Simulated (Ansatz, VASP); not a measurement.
# Cross-check of Al26N27 (V_Al) between VASP and Ansatz

One calculation is typed for both programs; each brings its own data sets. How far apart do they land? The cell is taken from a series of runs on this material, whose earlier steps may have relaxed, scaled, displaced or heated it; both programs get it as it stands.

Program: Ansatz 0.2.0. Level of theory: plane waves, with VASP 6.6.1 beside it; single point at r2SCAN. Results are calculated unless marked as measured.

## (1) The starting structure

The cell holds 53 atoms: 26 Al and 27 N. Its edges and angles: a = 8.991 Å, b = 8.991 Å, c = 8.991 Å, α = 60.0°, β = 60.0°, γ = 60.0°. It derives from AlN (AlN (F-43m)). Nearest the centre at fractional (0.333, 0.667, 0.667): N35 at 1.93 Å, N41 at 1.93 Å, N43 at 1.94 Å, N44 at 1.94 Å, Al9 at 2.94 Å, Al15 at 2.94 Å, Al17 at 2.94 Å, Al7 at 2.94 Å.

Coordinates:

```xyz
53
Lattice="0.0000 6.3576 6.3576 6.3576 0.0000 6.3576 6.3576 6.3576 0.0000" Properties=species:S:1:pos:R:3 pbc="T T T"
Al   12.6988    6.3591    6.3613
Al    8.4788    2.1397    6.3626
Al   10.5614    4.2771    6.3414
Al    8.4787    6.3607    2.1417
Al    4.2406    2.1224    2.1249
Al    6.3613    4.2427    2.1251
Al   10.5596    6.3389    4.2809
Al    6.3606    2.1227    4.2456
Al    8.5015    4.2789    4.2814
Al   12.7048    8.4889    8.4903
Al    8.4577    4.2781    8.4441
Al   10.5594    6.3790    8.4428
Al    8.4572    8.4427    4.2799
Al    4.2408    4.2429    4.2452
Al    6.3972    6.3837    4.2810
Al   10.5582    8.4405    6.3818
Al    6.3968    4.2791    6.3859
Al   12.7049   10.5868   10.5883
Al    8.4772    6.3592   10.5824
Al   10.6067    8.4886   10.5882
Al    8.4771   10.5808    6.3612
Al    4.2576    6.3610    6.3625
Al    6.3963    8.4421    6.3410
Al   10.6065   10.5868    8.4906
Al    6.3954    6.3395    8.4450
Al    8.4970    8.4408    8.4430
N     1.0654    1.0629    1.0648
N     3.1908    3.1789    1.0748
N     5.3087    5.2949    1.0738
N     3.1907    1.0723    3.1814
N     5.3032    3.1851    3.1873
N     7.4157    5.2973    3.1820
N     5.3077    1.0715    5.2978
N     7.4151    3.1798    5.2999
N     9.5994    5.2440    5.2481
N     1.0848    3.1830    3.1849
N     3.1899    5.2951    3.1922
N     5.3007    7.4008    3.1841
N     3.1897    3.1901    5.2974
N     5.2980    5.2976    5.2994
N     7.3637    7.4809    5.2471
N     5.2997    3.1822    7.4028
N     7.3619    5.2446    7.4846
N     9.5979    7.4797    7.4830
N     1.0640    5.3035    5.3053
N     3.1808    7.4205    5.3064
N     5.3017    9.5403    5.3257
N     3.1808    5.3049    7.4222
N     5.2972    7.4303    7.4320
N     7.4132    9.5477    7.4311
N     5.3006    5.3242    9.5433
N     7.4127    7.4295    9.5501
N     9.5186    9.5399    9.5418
```

## (2) Ansatz: single point, r2SCAN

Ansatz runs on its PAW soft_1 files.

A single point gives forces, pressure and levels at one fixed geometry, so differences don't come from the geometry; what else differs is listed under the comparison.

input.yaml reads:

```yaml
crystal:
  checkpoint: "../qm3.relax.run"
  host: checkpoint
basis:
  ecutwfc: 500
  xc_grid: 2
hamiltonian:
  xc: r2scan
  pseudopotentials: { kind: paw, azcp: { folder: soft_1 } }
kpoints:
  mp_grid: { grid: [2, 2, 2], shift: [0.5, 0.5, 0.5] }
scf:
  occupations: { method: fermi_dirac, width: 0.01 }
  max_iter: 60
output:
  forces: true
  eigenvalues: true
  charged_corrections: { defect_position: [0.333333, 0.666667, 0.666667] }
checkpoint:
  read: "../qm3.relax.run"
  write: "../qm3.point_neutral.run"
  compress: false
  write_wavefunctions: false
  write_every: 100000
magnetization:
  spin_polarized: true
  initial_magnetization: 1
  spin_locking: { lock_magnetization: hard }
```

On the command line:

```
ansatz run input.yaml --threads 8 --pin off --max-ram 15073MiB --backend cpu --events-out ev --progress --plain --runs-dir out
```

Numbers of over 12 decimals in the logs are rounded to 6 here.

The program printed:

```text
Warning: This run holds its total moment fixed (magnetization.spin_locking.lock_magnetization: hard) and mixes its density by anderson or broyden (scf.mixing.algorithm, typed or taken by auto). Slabs with a fixed moment have converged under broyden above another state at the same moment, at the default mixing steps and at smaller ones, and under scf.lower_state_search: standard, light or off a state that such a mixer [...]
checkpoint.read: neither the saved density nor the saved orbitals are used: the state is of another total charge, and does not settle where this run's electrons and spins go. The run starts from its atoms. Which states do: the manual's quickstart, A charge series.
crystal.checkpoint: the structure is that of <dir>, a `relax` run, at its step 5: its result, under r2scan at a charge of -3 e; 53 atoms read, 0 with a starting moment; this deck's charge is 0 e; no density is read with it (checkpoint.read); crystal.structure_sha256 for this input is
Engine: ansatz 0.2.0, aarch64-unknown-linux-gnu
Pseudopotentials: kind: paw
Pseudopotential: Al, paw, valence charge 3, recommended cutoff 500 eV (meta_gga), soft_1/Al.paw.azcp
Pseudopotential: N, paw, valence charge 5, recommended cutoff 500 eV (meta_gga), soft_1/N.paw.azcp
Functional definition: r2SCAN
  parameter k0 = 0.174
  parameter k1 = 0.065
  parameter a1 = 4.9479
  exchange = r2scan_x(k0 = k0, k1 = k1, a1 = a1)
  correlation = r2scan_c
Crystal: 53 atoms, lattice volume = 513.928 Å³
Basis set: ecut = 500 eV, 13107 PW (Γ), exchange–correlation on 144×144×144 points (8 copies of the dense FFT grid, shifted against one another)
Bands: 160, of which v1, the nominal top of the filled ones, is band 107 counted from 1 (106 counted from 0)
Symmetry: 1 space group operations
Space group: P1 (ITA 1), of the structure as read, at distance tolerance 8.0e-5 Å
Magnetic group: BNS 1.1 (UNI 1), of the structure as read, at distance tolerance 8.0e-5 Å
k-points: 4 of 8 (time reversal used)
Non-local potential: Al, projectors of the file, l = 0: 2, l = 1: 2, l = 2: 1
Non-local potential: N, projectors of the file, l = 0: 2, l = 1: 2, l = 2: 1
PAW form: soft (Blöchl's): semilocal exchange-correlation on the pseudo side does not see the compensation charge
PAW frozen core: Al, regenerated for the run's functional (the file was generated under x = pbe(κ = 0.804, μ = 0.219515), c = pbe(β = 0.066725))
PAW frozen core: N, regenerated for the run's functional (the file was generated under x = pbe(κ = 0.804, μ = 0.219515), c = pbe(β = 0.066725))
PAW one-centre angular grid: Al, 302 points (default); XC on 160 Gauss nodes
PAW one-centre angular grid: N, 302 points (default); XC on 160 Gauss nodes
Initial density: superposition of atomic densities (chi_scale 0.1, normalization cell, long waves kept (reshape's long-wave potential 0.07 eV rms))
Starting moments: Σ|m| = 1 μB on 53 of 53 sites
Initial wavefunctions: pseudopotential atomic-orbital guess
Functional: x = r2scan, c = r2scan; τ floored in thin density (d = 2e-4 eV/Å³)
SCF iter   1: F=—  HF=-24542.347810 eV  |F-HF|=—  |Δ(HF+E_count)|=         —  Δρ=7.44e-2 (↑7.41e-2 ↓7.44e-2)  dr2=1.30e2  dr2_τ=4.03e0  dr2_m=1.72e-1  M=1.000 μB ∫|m|=1.009 μB  β_m=1.20  ethr=3.10e-3  ⟨swp⟩=6.0  Hψ=5644  notcnv=0  defer=190
preconditioner: auto → Kerker (q_TF=auto, 2.356 Å⁻¹)  [metal: Δε(μ)=0.020 eV  Ē_g=15.912 eV  σ=0.010 eV  W_gap=0.41  n_scr=112 (ndim 8)  ℏωp=23.9 eV  f_vac=0.000  D(μ)=29.35/eV (n_scr^D=282)]
spin=Collinear: Kerker preconditioning applied to the charge; magnetization (m = ρ↑ − ρ↓) channel mixes plain (no charge-response kernel on spin).
SCF iter   2: F=—  HF=-24520.707616 eV  |F-HF|=—  |Δ(HF+E_count)|=    2.16e1  Δρ=4.54e-2 (↑4.48e-2 ↓4.54e-2)  dr2=4.98e1  dr2_τ=2.66e-1  dr2_m=8.54e-2  M=1.000 μB ∫|m|=1.150 μB  β_m=1.20  ethr=3.10e-3  ⟨swp⟩=3.0  Hψ=2412  notcnv=0  defer=360  κ⁻¹=1.0e0(r=1)
SCF iter   3: F=—  HF=-24511.890892 eV  |F-HF|=—  |Δ(HF+E_count)|=    8.82e0  Δρ=2.05e-2 (↑2.05e-2 ↓2.01e-2)  dr2=6.97e0  dr2_τ=9.97e-2  dr2_m=2.66e-2  M=1.000 μB ∫|m|=1.252 μB  β_m=1.20  ethr=3.10e-3  ⟨swp⟩=3.2  Hψ=1899  notcnv=0  defer=360  κ⁻¹=9.7e-2(r=2)
SCF iter   4: F=—  HF=-24512.360503 eV  |F-HF|=—  |Δ(HF+E_count)|=   4.70e-1  Δρ=1.42e-2 (↑1.40e-2 ↓1.42e-2)  dr2=2.43e0  dr2_τ=3.24e-2  dr2_m=7.52e-3  M=1.000 μB ∫|m|=1.256 μB  β_m=1.20  ethr=3.10e-3  ⟨swp⟩=3.1  Hψ=2131  notcnv=0  defer=382  κ⁻¹=9.4e-3(r=3)
[...]
atom   3  Al     0.04951934    -0.60871251     0.05870180
  atom   4  N     -0.40481196     0.68086860    -0.48421175
  atom   5  Al     1.53553435    -1.44849354     2.56828903
  atom   6  N     -0.78272994     0.31465846    -0.45387835
  atom   7  Al     0.05208796     0.05626917    -0.60780960
  atom   8  N     -0.40864461    -0.47656938     0.68143369
  atom   9  Al     0.30742681     0.25531150     0.25663980
  atom  10  N     -0.04171541    -0.04467295    -0.04132692
  atom  11  Al    -0.17237982    -0.22375456     0.24901298
  atom  12  N      0.35959980     0.30225166     0.68967624
  atom  13  Al     1.54099562     2.56930298    -1.45056516
  atom  14  N     -0.78089615    -0.45531108     0.31543318
  atom  15  Al    -0.17322208     0.25067886    -0.22524806
  atom  16  N      0.36492250     0.69097896     0.30117990
  atom  17  Al    -2.46843812    -1.43851541    -1.43720373
  atom  18  N     -0.41623115     0.29768538     0.28845067
  atom  19  Al     0.56512349    -0.42278687    -0.42045459
  atom  20  N     -0.72579795    -0.05470911    -0.06510974
  atom  21  Al     2.13226844    -1.15432162     1.35629629
  atom  22  N     -0.37195297     0.30328081    -0.73361845
  atom  23  Al     1.14498716    -1.98523761     1.25562861
  atom  24  N      0.02036494     0.59754983     0.01587716
  atom  25  Al     2.13794092     1.34424082    -1.14841001
  atom  26  N     -0.37441576    -0.73217209     0.30153538
[...]
atom  46  Al    -1.13736775     1.23236865     2.19036552
  atom  47  N      0.30126758    -0.70160436    -0.37745171
  atom  48  Al    -0.44693807     0.54902124    -0.51476872
  atom  49  N     -0.21075311    -0.74951499     0.09580996
  atom  50  Al    -1.14469240     2.19358892     1.23481901
  atom  51  N      0.30411796    -0.38129573    -0.70079516
  atom  52  Al    -1.99361910     1.16957384     1.17109708
  atom  53  N      0.61503438     0.17907263     0.18150533
  max |Σ_I F_I| component: 4.94e-3 eV/Å
--- Band table (eV; the first three rows and the last of 8) ---
  k-point 0 ↑: bands = [... 103 lower, 7.1018, 7.1032, 7.3554, 7.3576, 8.0179, 12.7709, 12.8227, 12.8235, ... 49 higher]
  k-point 1 ↑: bands = [... 103 lower, 7.0138, 7.1192, 7.2031, 7.2968, 7.9260, 11.9937, 12.9918, 13.0223, ... 49 higher]
  k-point 2 ↑: bands = [... 103 lower, 7.0137, 7.1192, 7.2031, 7.2967, 7.9258, 11.9937, 12.9918, 13.0222, ... 49 higher]
  k-point 3 ↓: bands = [... 103 lower, 7.1334, 7.2141, 7.2881, 8.1091, 8.3125, 11.9967, 12.9974, 13.0337, ... 49 higher]
```

## (3) VASP: single point, r2SCAN

The same cell, functional, mesh and smearing now go to VASP, with its own data sets.

Lines of VASP's logs that name or quote its potential files are left out, and so is its time.

INCAR reads:

```
SYSTEM = Al26N27
PREC = Accurate
ENCUT = 580
EDIFF = 1E-06
NELM = 200
ISMEAR = -1
SIGMA = 0.01
LREAL = Auto
ALGO = Normal
METAGGA = R2SCAN
LASPH = .TRUE.
NBANDS = 144
ISPIN = 2
MAGMOM = -0 -0 0 -0 -0 -0 0 -0 0 -0 0 0 0 -0 0 0 0 -0 0 -0 0 0 -0 -0 -0 -0 -0 -0 -0 0 0 -0 -0 -0 -0.46 0.06 0 0.07 0 0 0.36 0.07 0.36 0.33 0 0 -0.02 0 0 -0 -0.02 -0 -0.03
LORBIT = 11
LWAVE = .FALSE.
LCHARG = .FALSE.
ISIF = 2
ISYM = 0
NUPDOWN = 1
GGA_COMPAT = .FALSE.
LMIXTAU = .TRUE.
KPAR = 4
```

POSCAR reads:

```
Al26N27
1.0
    0.0000000000      6.3575641672      6.3575641672
    6.3575641672      0.0000000000      6.3575641672
    6.3575641672      6.3575641672      0.0000000000
Al N
26 27
Direct
    0.0016982988      0.9988908629      0.9985466559
    0.0018472177      0.9989480521      0.3347129088
    0.0044951140      0.9929672336      0.6682684698
    0.0018700172      0.3350095665      0.9986301053
    0.0005313952      0.3337061492      0.3333120755
    0.0005124934      0.3337535535      0.6668369043
    0.0047350696      0.6686251073      0.9923324859
    0.0006062777      0.6671950111      0.3332754375
    0.0046229247      0.6688115375      0.6684138769
    0.3361675351      0.9993030950      0.9990699971
    0.3353882462      0.9928090730      0.3375332500
    0.3352217809      0.9927661012      0.6681474867
    0.3354552507      0.3377402227      0.9925180740
    0.3340390462      0.3337017392      0.3333445877
    0.3356211866      0.3377482745      0.6684868838
    0.3353562210      0.6684603236      0.9922685170
    0.3356765147      0.6687776875      0.3373939732
    0.6661590372      0.9993113822      0.9990728707
    0.6656887062      0.9988422715      0.3345633234
    0.6661391087      0.9993051036      0.6690544551
    0.6657290058      0.3348384866      0.9985557794
    0.6658128582      0.3349661664      0.3347223037
    0.6595947795      0.3378072711      0.6682863796
    0.6662114856      0.6693026040      0.9990193603
    0.6597687432      0.6685705834      0.3373866483
    0.6595939241      0.6684320601      0.6680891576
    0.0835504409      0.0839415833      0.0836380943
    0.0835961403      0.0854645907      0.4164225215
    0.0833671155      0.0855328375      0.7494839049
    0.0836016228      0.4168099271      0.0850607412
    0.0840852196      0.4172484990      0.4169022437
    0.0836496856      0.4168612243      0.7495835661
    0.0834947275      0.7498102079      0.0850475127
    0.0837288523      0.7499022160      0.4164355363
    0.0702107199      0.7552745960      0.7546368007
    0.4154990728      0.0854694293      0.0851670347
    0.4166187875      0.0854943024      0.4162580716
    0.4155829014      0.0852467341      0.7485097075
    0.4166507214      0.4165858618      0.0851365142
    0.4167508242      0.4168131607      0.4165252833
    0.4218843248      0.4034484660      0.7548136595
    0.4156687039      0.7487370615      0.0848664471
    0.4221175740      0.7551554584      0.4028225636
    0.4219258875      0.7550983862      0.7545810137
    0.7506613326      0.0838201209      0.0835456904
    0.7507697623      0.0838877686      0.4164250685
    0.7521949800      0.0854967428      0.7484219802
    0.7507846035      0.4166773060      0.0836371403
    0.7522637911      0.4167340313      0.4164726456
    0.7522964440      0.4165594997      0.7494872436
    0.7524118725      0.7486869744      0.0850527956
    0.7523961188      0.7497594824      0.4162060332
    0.7521091867      0.7487470072      0.7484569247
```

KPOINTS reads:

```
Points of the shifted mesh
8
Reciprocal
 0.2500000000  0.2500000000  0.2500000000 1
 0.2500000000  0.2500000000  0.7500000000 1
 0.2500000000  0.7500000000  0.2500000000 1
 0.2500000000  0.7500000000  0.7500000000 1
 0.7500000000  0.2500000000  0.2500000000 1
 0.7500000000  0.2500000000  0.7500000000 1
 0.7500000000  0.7500000000  0.2500000000 1
 0.7500000000  0.7500000000  0.7500000000 1
```

The projector-augmented-wave data sets are Al and N (PBE family, release 64).

On the command line:

```
mpirun -np 8 vasp_std
```

The program printed:

```text
[banner, memory and clock lines left out]
running    8 mpi-ranks, on    1 nodes
[...]
|                                                                             |
|           W    W    AA    RRRRR   N    N  II  N    N   GGGG   !!!           |
|           W    W   A  A   R    R  NN   N  II  NN   N  G    G  !!!           |
|           W    W  A    A  R    R  N N  N  II  N N  N  G       !!!           |
|           W WW W  AAAAAA  RRRRR   N  N N  II  N  N N  G  GGG   !            |
|           WW  WW  A    A  R   R   N   NN  II  N   NN  G    G                |
|           W    W  A    A  R    R  N    N  II  N    N   GGGG   !!!           |
|                                                                             |
|     For optimal performance we recommend to set                             |
|       NCORE = 2 up to number-of-cores-per-socket                            |
|     NCORE specifies how many cores store one orbital (NPAR=cpu/NCORE).      |
|     This setting can greatly improve the performance of VASP for DFT.       |
[...]
|                                                                             |
|     You enforced a specific xc type in the INCAR file but a different       |
|     [... a line on the potential file left out ...]
|     I HOPE YOU KNOW WHAT YOU ARE DOING!                                     |
|                                                                             |

 LDA part: xc-table for (None), standard interpolation
 POSCAR, INCAR and KPOINTS ok, starting setup
[...]
entering main loop
       N       E                     dE             d eps       ncg     rms          rms(c)
DAV:   1     0.892759911554E+03    0.89276E+03   -0.11161E+05  4608   0.152E+03
DAV:   2    -0.509511137613E+03   -0.14023E+04   -0.13448E+04  5728   0.312E+02
DAV:   3    -0.610471697418E+03   -0.10096E+03   -0.99686E+02  5448   0.914E+01
DAV:   4    -0.611930849614E+03   -0.14592E+01   -0.14555E+01  5424   0.115E+01
[...]
DAV:  19    -0.496828880208E+03   -0.19086E-04   -0.62724E-06  5000   0.990E-03    0.592E-03
DAV:  20    -0.496828901894E+03   -0.21686E-04   -0.67015E-06  4864   0.109E-02    0.331E-03
DAV:  21    -0.496828902331E+03   -0.43712E-06   -0.10448E-06  3392   0.420E-03
   1 F= -.49682890E+03 E0= -.49682890E+03  d E =-.475148E-10  mag=     1.0000
```

From OUTCAR (step 3):

```text
  FREE ENERGIE OF THE ION-ELECTRON SYSTEM (eV)
  ---------------------------------------------------
  free  energy   TOTEN  =      -496.8289023307 eV

  energy  without entropy=     -496.8289023306  energy(sigma->0) =     -496.82890233

 magnetization (x)
# of ion       s       p       d       tot
------------------------------------------
    1        0.000   0.000   0.000   0.000
    2        0.000   0.000   0.000   0.000
    3        0.003   0.005   0.000   0.008
    4        0.000  -0.000   0.000   0.000
    5       -0.000  -0.000   0.000  -0.000
    6       -0.000  -0.000   0.000  -0.000
    7        0.003   0.005   0.000   0.008
    8       -0.000  -0.000   0.000  -0.000
    9        0.003   0.005   0.000   0.008
   10       -0.000  -0.001   0.000  -0.001
   11       -0.002  -0.002   0.000  -0.003
   12       -0.002  -0.001   0.000  -0.002
   13       -0.002  -0.001   0.000  -0.003
[...]
--------------------------------------------------
tot          0.026   0.689   0.000   0.716
```

The run ends at a pressure of 23.34 GPa, with forces up to 3.4 eV/Å.

## (4) Differences

Known differences besides the potentials themselves: VASP starts from the moments at which Ansatz ended; VASP keeps PBE cores, Ansatz makes them for the functional; the cutoff is 500 eV in Ansatz and 580 eV in VASP (PREC = Accurate, projectors in real space); site moments are counted in spheres of each program's own size. Total energies have different zeros and are not compared.

Both answers:

| quantity | Ansatz | VASP | difference |
| --- | --- | --- | --- |
| total moment, fixed by the input (μB) | 1.00 | 1.00 | 0.00 |
| moment on N35 (μB) | -0.46 | -0.48 | +0.02 |
| moment on N43 (μB) | 0.36 | 0.38 | -0.02 |
| moment on N41 (μB) | 0.36 | 0.38 | -0.02 |
| moment on N44 (μB) | 0.33 | 0.34 | -0.01 |
| moment on N38 (μB) | 0.07 | 0.06 | 0.00 |
| moment on N42 (μB) | 0.07 | 0.06 | 0.00 |
| moment on N36 (μB) | 0.06 | 0.06 | 0.00 |

Forces on 7 of the 53 atoms, those with the largest forces and the largest differences (eV/Å; atoms numbered as in POSCAR):

| atom | Ansatz x, y, z | VASP x, y, z |
| --- | --- | --- |
| Al3 | 1.536, -1.448, 2.568 | 1.567, -1.475, 2.592 |
| Al7 | 1.541, 2.569, -1.451 | 1.574, 2.594, -1.479 |
| Al9 | -2.468, -1.439, -1.437 | -2.491, -1.468, -1.466 |
| Al11 | 2.132, -1.154, 1.356 | 2.152, -1.174, 1.383 |
| Al13 | 2.138, 1.344, -1.148 | 2.156, 1.372, -1.169 |
| Al23 | -1.137, 1.232, 2.190 | -1.157, 1.257, 2.207 |
| Al25 | -1.145, 2.194, 1.235 | -1.163, 2.211, 1.258 |

The forces differ by 11 meV/Å r.m.s., which is 1.3 % of the r.m.s. force of 0.876 eV/Å (both taken over all components).

## (5) Results

- r.m.s. force difference (single point, r2SCAN): 1.3 % of the r.m.s. force

What this shows: The r.m.s. force difference is 1.3 % of the r.m.s. force (single point, r2SCAN), within the 3 % picked in this series as the mark of a large difference. How closely two codes agree says nothing of how well the functional describes the real material.

[Lines on the potential files, build, host, timing and source positions are cut from VASP's logs without a mark.]

[Logs are printed without paths, hosts, clocks, repeated set-up lines and the standing remarks that a program may print on its own settings, such as how far it seeks lower states.]

[Hosts, paths, dates, database ids (printed as entryN), source tags and the programs' standing remarks are cut or masked in the printed files.]
